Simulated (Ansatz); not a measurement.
P at several levels of theory

One geometry, relaxed with PBE+D3(BJ), and single points on it; plane waves with PAW potentials in Ansatz, scalar-relativistic unless the row names spin-orbit coupling. No spin polarisation. Meshes are on the primitive cell of 1 atom. Gaps are the least over mesh and band path; pressure is positive in compression. Smearing is Gaussian, 0.10 eV. Rows that don't name D3 lack it, which shows in their pressure.

```yaml
crystal:
  lattice:
    - [2.40726, 0.00000, 0.00000]
    - [0.00000, 2.40726, 0.00000]
    - [0.00000, 0.00000, 2.40737]
  atoms:
    - { symbol: P, position: [0.00000, 0.00000, 0.00000] }
```

| level | cutoff (eV) | k mesh | gap (eV) | pressure (GPa) | rough cost with bands (core-min) |
| --- | --- | --- | --- | --- | --- |
| PBE+D3(BJ) | 420 | 18×18×18 | 0 | 0.0 | 0.3 |

Problem. What do r2SCAN, PBEsol give on the same cell?

Solution.
```tsv
level	cutoff (eV)	k mesh	gap (eV)	pressure (GPa)	rough cost with bands (core-min)
r2SCAN	500	18×18×18	0	4.6	0.6
PBEsol	420	18×18×18	0	2.1	0.3
```

This simple cubic form isn't the element's structure at ambient conditions.